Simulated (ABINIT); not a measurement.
C:

```
C
1.0
     2.12732   -1.22828    0.00000
     2.12732    1.22828    0.00000
    -1.37907    0.00000    3.50283
C
2
Direct
  0.16664 0.16664 0.99991
  0.83336 0.83336 0.00009
```

This is a stacking variant of graphite.

```yaml
Program: ABINIT 10.8.3 (patched build)
Task: relaxation of cell and atoms
Functional: PBE
Potentials_or_basis: JTH PAW PBE v2.0
Cutoff: 517 eV
k_mesh: 10 × 10 × 6
Occupations: fermi-dirac, width 0.05 eV
Spin: no spin polarisation
```

At the start: pressure 3.5 GPa; volume 9.15 Å³/atom.

Where does the relaxation end?

Over 10 steps the energy falls by 11.3 meV/atom and the volume is 10.48 Å³/atom (+14.5 %); space group R-3m (No. 166, to 0.05 Å).

The path:
```csv
step,energy change (eV),largest force (eV/Å),pressure (GPa),volume (Å³)
1,0.0000,0.0109,3.45,18.31
2,-0.0009,0.0069,2.10,18.38
3,-0.0016,0.0173,0.33,18.51
4,-0.0021,0.0101,-0.03,18.55
5,-0.0054,0.0585,-1.33,18.83
6,-0.0100,0.1084,-2.05,19.27
7,-0.0175,0.0924,-2.19,20.23
8,-0.0215,0.0787,-1.09,20.80
9,-0.0227,0.0127,-0.28,21.07
10,-0.0226,0.0075,-0.07,20.97
```

Final structure:
```
CELL_PARAMETERS angstrom
2.13510 -1.23272 -0.00275
2.13510 1.23272 -0.00275
-1.38871 0.00000 3.98521
ATOMIC_POSITIONS crystal
C 0.16664 0.16664 0.99999
C 0.83336 0.83336 0.00001
```

Caveat: the log and the count of SCF iterations are those of the last ABINIT call alone; this functional lacks dispersion, which binds the layers, so the pressure and a relaxed spacing across them are unreliable; the atomic spheres overlap.
